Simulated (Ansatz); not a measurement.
# Al31GaN32: the cost of one run

All numbers below are computed with Ansatz 0.2.0 (DFT PBE, scalar-relativistic, plane waves, PAW).

3 further runs of the same task are left out: 3 set aside as unsound or not needed.

**1. The starting structure**

The cell holds 64 atoms (Al31GaN32): a = 9.683 Å, b = 9.683 Å, c = 9.683 Å, α = 99.44°, β = 111.90°, γ = 117.58°.

The coordinates of this cell stand in the input of its own run.

The host was relaxed before at PBE: a = 3.130 Å, b = 3.130 Å, c = 5.018 Å, α = 90.00°, β = 90.00°, γ = 120.00° (conventional cell), 10.645 Å³/atom.

Places, in fractions of the supercell: Ga in place of Al at (0.833, 0.375, 0.708). The start keeps the symmetry of the ideal site.

Earlier runs gave the host's free energy in this supercell, -29576.126 eV, its gap, 4.03 eV.

**2. Charge 0, atoms relaxed**

The input, input.yaml:

```yaml
crystal:
  lattice:
    - [-1.5651018309, -8.1325076706, 5.0180193525]
    - [1.5651018309, 8.1325076706, 5.0180193525]
    - [-7.8255091547, 2.7108358902, -5.0180193525]
  atoms:
    - { symbol: Ga, position: [0.832950806, 0.3746174727, 0.7083333333] }
    - { symbol: Al, position: [0.582950806, 0.2496174727, 0.3333333333] }
    - { symbol: Al, position: [0.582950806, 0.4996174727, 0.5833333333] }
    - { symbol: Al, position: [0.832950806, 0.6246174727, 0.9583333333] }
    - { symbol: Al, position: [0.332950806, 0.3746174727, 0.2083333333] }
    - { symbol: Al, position: [0.832950806, 0.8746174727, 0.2083333333] }
    - { symbol: Al, position: [0.332950806, 0.6246174727, 0.4583333333] }
    - { symbol: Al, position: [0.832950806, 0.1246174727, 0.4583333333] }
    - { symbol: Al, position: [0.332950806, 0.8746174727, 0.7083333333] }
    - { symbol: Al, position: [0.082950806, 0.2496174727, 0.8333333333] }
    - { symbol: Al, position: [0.582950806, 0.7496174727, 0.8333333333] }
    - { symbol: Al, position: [0.082950806, 0.4996174727, 0.0833333333] }
    - { symbol: Al, position: [0.582950806, 0.9996174727, 0.0833333333] }
    - { symbol: Al, position: [0.082950806, 0.7496174727, 0.3333333333] }
    - { symbol: Al, position: [0.082950806, 0.9996174727, 0.5833333333] }
    - { symbol: Al, position: [0.332950806, 0.1246174727, 0.9583333333] }
    - { symbol: Al, position: [0.1662841393, 0.7496174727, 0.9166666667] }
    - { symbol: Al, position: [0.9162841393, 0.6246174727, 0.5416666667] }
    - { symbol: Al, position: [0.9162841393, 0.8746174727, 0.7916666667] }
    - { symbol: Al, position: [0.1662841393, 0.9996174727, 0.1666666667] }
    - { symbol: Al, position: [0.6662841393, 0.7496174727, 0.4166666667] }
    - { symbol: Al, position: [0.1662841393, 0.2496174727, 0.4166666667] }
    - { symbol: Al, position: [0.6662841393, 0.9996174727, 0.6666666667] }
    - { symbol: Al, position: [0.1662841393, 0.4996174727, 0.6666666667] }
    - { symbol: Al, position: [0.6662841393, 0.2496174727, 0.9166666667] }
    - { symbol: Al, position: [0.4162841393, 0.6246174727, 0.0416666667] }
    - { symbol: Al, position: [0.9162841393, 0.1246174727, 0.0416666667] }
    - { symbol: Al, position: [0.4162841393, 0.8746174727, 0.2916666667] }
    - { symbol: Al, position: [0.9162841393, 0.3746174727, 0.2916666667] }
    - { symbol: Al, position: [0.4162841393, 0.1246174727, 0.5416666667] }
    - { symbol: Al, position: [0.4162841393, 0.3746174727, 0.7916666667] }
    - { symbol: Al, position: [0.6662841393, 0.4996174727, 0.1666666667] }
    - { symbol: "N", position: [0.0237158607, 0.5653825273, 0.7083333333] }
    - { symbol: "N", position: [0.7737158607, 0.4403825273, 0.3333333333] }
    - { symbol: "N", position: [0.7737158607, 0.6903825273, 0.5833333333] }
    - { symbol: "N", position: [0.0237158607, 0.8153825273, 0.9583333333] }
    - { symbol: "N", position: [0.5237158607, 0.5653825273, 0.2083333333] }
    - { symbol: "N", position: [0.0237158607, 0.0653825273, 0.2083333333] }
    - { symbol: "N", position: [0.5237158607, 0.8153825273, 0.4583333333] }
    - { symbol: "N", position: [0.0237158607, 0.3153825273, 0.4583333333] }
    - { symbol: "N", position: [0.5237158607, 0.0653825273, 0.7083333333] }
    - { symbol: "N", position: [0.2737158607, 0.4403825273, 0.8333333333] }
    - { symbol: "N", position: [0.7737158607, 0.9403825273, 0.8333333333] }
    - { symbol: "N", position: [0.2737158607, 0.6903825273, 0.0833333333] }
    - { symbol: "N", position: [0.7737158607, 0.1903825273, 0.0833333333] }
    - { symbol: "N", position: [0.2737158607, 0.9403825273, 0.3333333333] }
    - { symbol: "N", position: [0.2737158607, 0.1903825273, 0.5833333333] }
    - { symbol: "N", position: [0.5237158607, 0.3153825273, 0.9583333333] }
    - { symbol: "N", position: [0.857049194, 0.4403825273, 0.9166666667] }
    - { symbol: "N", position: [0.607049194, 0.3153825273, 0.5416666667] }
    - { symbol: "N", position: [0.607049194, 0.5653825273, 0.7916666667] }
    - { symbol: "N", position: [0.857049194, 0.6903825273, 0.1666666667] }
    - { symbol: "N", position: [0.357049194, 0.4403825273, 0.4166666667] }
    - { symbol: "N", position: [0.857049194, 0.9403825273, 0.4166666667] }
    - { symbol: "N", position: [0.357049194, 0.6903825273, 0.6666666667] }
    - { symbol: "N", position: [0.857049194, 0.1903825273, 0.6666666667] }
    - { symbol: "N", position: [0.357049194, 0.9403825273, 0.9166666667] }
    - { symbol: "N", position: [0.107049194, 0.3153825273, 0.0416666667] }
    - { symbol: "N", position: [0.607049194, 0.8153825273, 0.0416666667] }
    - { symbol: "N", position: [0.107049194, 0.5653825273, 0.2916666667] }
    - { symbol: "N", position: [0.607049194, 0.0653825273, 0.2916666667] }
    - { symbol: "N", position: [0.107049194, 0.8153825273, 0.5416666667] }
    - { symbol: "N", position: [0.107049194, 0.0653825273, 0.7916666667] }
    - { symbol: "N", position: [0.357049194, 0.1903825273, 0.1666666667] }
  host:
    lattice:
      - [3.1302036619, 0.0, 0.0]
      - [-1.5651018309, 2.7108358902, 0.0]
      - [0.0, 0.0, 5.0180193525]
    atoms:
      - { symbol: Al, position: [0.6666666667, 0.3333333333, 0.4992349453] }
      - { symbol: Al, position: [0.3333333333, 0.6666666667, 0.9992349453] }
      - { symbol: "N", position: [0.6666666667, 0.3333333333, 0.8807650547] }
      - { symbol: "N", position: [0.3333333333, 0.6666666667, 0.3807650547] }
basis:
  ecutwfc: 420
  xc_grid: 2
kpoints:
  mp_grid: { grid: [2, 2, 2], shift: [0.5, 0.5, 0.5] }
hamiltonian:
  xc: pbe
scf:
  occupations: { method: gaussian, width: 0.02 }
output:
  forces: true
  stress: false
  eigenvalues: true
  charged_corrections: { defect_position: [0.83295081, 0.37461747, 0.70833333] }
  write_density: true
  write_potential: true
  elf: true
  volumetric_format: npy
relax:
  adjacent_minimum: "off"
  f_tol: 0.03
  max_steps: 40
```

Launch:

```bash
$ ansatz run input.yaml --threads 8 --pin off --max-ram 16384MiB --backend cpu --events-out ev --progress --plain --runs-dir out
```

What time and memory should one allow on 8 threads of Arm Neoverse V1, shared host?

About 71 s, with a peak of 2.8 GiB.
